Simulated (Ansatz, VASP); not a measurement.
## One calculation of SnTe, two programs

```
Sn Te
1.0
     0.00000    3.13160    3.13160
     3.13160    0.00000    3.13160
     3.13160    3.13160    0.00000
Sn Te
1 1
Cartesian
  0.0000 0.0000 0.0000
  3.1316 3.1316 3.1316
```

Change from the starting cell: hydrostatic strain -1.8%.

Alike in both runs: task single point; functional r2SCAN; k mesh 8 × 8 × 8; no spin polarisation.

|  | VASP | Ansatz |
| --- | --- | --- |
| version | VASP 6.6.1 | Ansatz 0.2.0 |
| potentials or method | VASP PAW PBE potentials, release 64 (Sn_d, Te) | plane waves, PAW |
| plane-wave cutoff (eV) | 520 | 500 |
| occupations | gaussian, width 0.01 eV | fixed |
| valence electrons in the cell | 20 | 30 |

```csv
,VASP,Ansatz,Ansatz less VASP
gap on the k mesh at the Fermi level (eV),0.03,0.03,-0.002
pressure (GPa),2.5,2.5,-0.01
```

The two sets of potentials don't hold the same shells in valence.

Caveats: the PAW data sets were made with another functional, which shifts forces and pressure a little (VASP); spin-orbit coupling is left out, which moves the levels of the heavy elements.
